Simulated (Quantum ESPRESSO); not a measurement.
Crystal: SnO.

```
Sn O
1.0
     3.81370    0.00000    0.00000
     0.00000    3.81370    0.00000
     0.00000    0.00000    4.88691
Sn O
2 2
Direct
  0.50000 0.00000 0.76463
  0.00000 0.50000 0.23537
  0.00000 0.00000 0.00000
  0.50000 0.50000 0.00000
```

The cell is a database's computed one.

Program: Quantum ESPRESSO 7.5. Alike in all runs: task dielectric tensor; no spin polarisation; cell as given; smearing fermi-dirac 0.05 eV.

Task: Order these runs on this cell by their pressure, lowest first.
A. level PBE; potentials or basis PseudoDojo 0.4.1 SR PBE standard; k mesh 6 × 6 × 4, shifted; cutoff (eV) 1143
B. level BLYP; potentials or basis PseudoDojo 0.4.1 SR PBE standard; k mesh 6 × 6 × 4, shifted; cutoff (eV) 1143
C. level PBEsol; potentials or basis GBRV 1.5 PBEsol; k mesh 4 × 4 × 4, shifted; cutoff (eV) 925
D. level LDA; potentials or basis PseudoDojo 0.4.1 SR LDA standard; k mesh 6 × 6 × 4, shifted; cutoff (eV) 1143; form of the LDA correlation PW92

Result: D (-3.1 GPa), C (-0.5 GPa), A (4.1 GPa), B (8.9 GPa).

Caveats: the cell is more than 3 GPa from zero pressure, which shifts response properties (some runs); the potentials were made for another functional, which shifts forces and pressure (some runs).
